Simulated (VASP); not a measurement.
Wanted: the native input for a VASP 6.6.1 run.

* Task: band structure
* Functional: AM05
* Potentials or basis: VASP PAW PBE potentials, release 64 (Hf_pv, O)
* Cutoff: 520 eV
* k mesh: 6 × 6 × 8
* Occupations: fermi-dirac, width 0.05 eV
* Spin: no spin polarisation
* Further INCAR settings: ALGO = Fast; EDIFF = 1e-06; NBANDS = 31

The structure of HfO2 lies in POSCAR:

```
HfO2
1.0
    4.8135329900      0.0000000000      0.0000000000
    0.0000000000      4.8135329900      0.0000000000
    0.0000000000      0.0000000000      3.2054154100
Hf O
2 4
Direct
    0.5000000000      0.5000000000      0.5000000000
    0.0000000000      0.0000000000      0.0000000000
    0.8050448800      0.1949551200      0.5000000000
    0.6949551200      0.6949551200      0.0000000000
    0.3050448800      0.3050448800      0.0000000000
    0.1949551200      0.8050448800      0.5000000000
```

Measurements of this composition are mostly on another form, of space group No. 14.

These files were run (other wordings do the same):

INCAR

```
PREC     = Accurate       # precision mode
ENCUT    = 520            # plane-wave cutoff, eV
EDIFF    = 1E-6           # SCF threshold, eV
ISMEAR   = -1             # smearing method
SIGMA    = 0.05           # smearing width, eV
LREAL    = False          # projectors in reciprocal space
LASPH    = True           # aspherical terms in the spheres
NELM     = 60             # most SCF steps
ALGO     = Fast           # electronic algorithm
ISIF     = 2              # what is computed and relaxed
LWAVE    = False          # write WAVECAR
LCHARG   = False          # write CHGCAR
LMAXMIX  = 4              # l up to which the mixer works
GGA      = AM             # functional
NBANDS   = 31             # bands
```

KPOINTS

```
regular mesh
0
Gamma
  6 6 8
```

KPOINTS_OPT

```
path GXMGZRAZ,XR,MA
20
line-mode
reciprocal
 0.0000000000  0.0000000000  0.0000000000  G
 0.0000000000  0.5000000000  0.0000000000  X

 0.0000000000  0.5000000000  0.0000000000  X
 0.5000000000  0.5000000000  0.0000000000  M

 0.5000000000  0.5000000000  0.0000000000  M
 0.0000000000  0.0000000000  0.0000000000  G

 0.0000000000  0.0000000000  0.0000000000  G
 0.0000000000  0.0000000000  0.5000000000  Z

 0.0000000000  0.0000000000  0.5000000000  Z
 0.0000000000  0.5000000000  0.5000000000  R

 0.0000000000  0.5000000000  0.5000000000  R
 0.5000000000  0.5000000000  0.5000000000  A

 0.5000000000  0.5000000000  0.5000000000  A
 0.0000000000  0.0000000000  0.5000000000  Z

 0.0000000000  0.5000000000  0.0000000000  X
 0.0000000000  0.5000000000  0.5000000000  R

 0.5000000000  0.5000000000  0.0000000000  M
 0.5000000000  0.5000000000  0.5000000000  A
```

Potentials or basis: VASP PAW PBE potentials, release 64 (Hf_pv, O).

Launch:

```console
$ cat potpaw_PBE.64/Hf_pv/POTCAR potpaw_PBE.64/O/POTCAR > POTCAR
$ mpirun -np 1 vasp_std > vasp.out
```

It gave:

The pressure is -0.8 GPa. The largest force is 0.052 eV/Å and the band gap on the k mesh is 3.90 eV, direct. The band gap along the path is 3.90 eV, direct.

Caveat: the PAW data sets were made with another functional, which shifts forces and pressure a little; spin-orbit coupling is left out, which moves the levels of the heavy elements.

Wall time 100 s on 1 thread of Intel(R) Xeon(R) 6975P-C (Granite Rapids), on a shared host, peak memory 0.31 GiB.
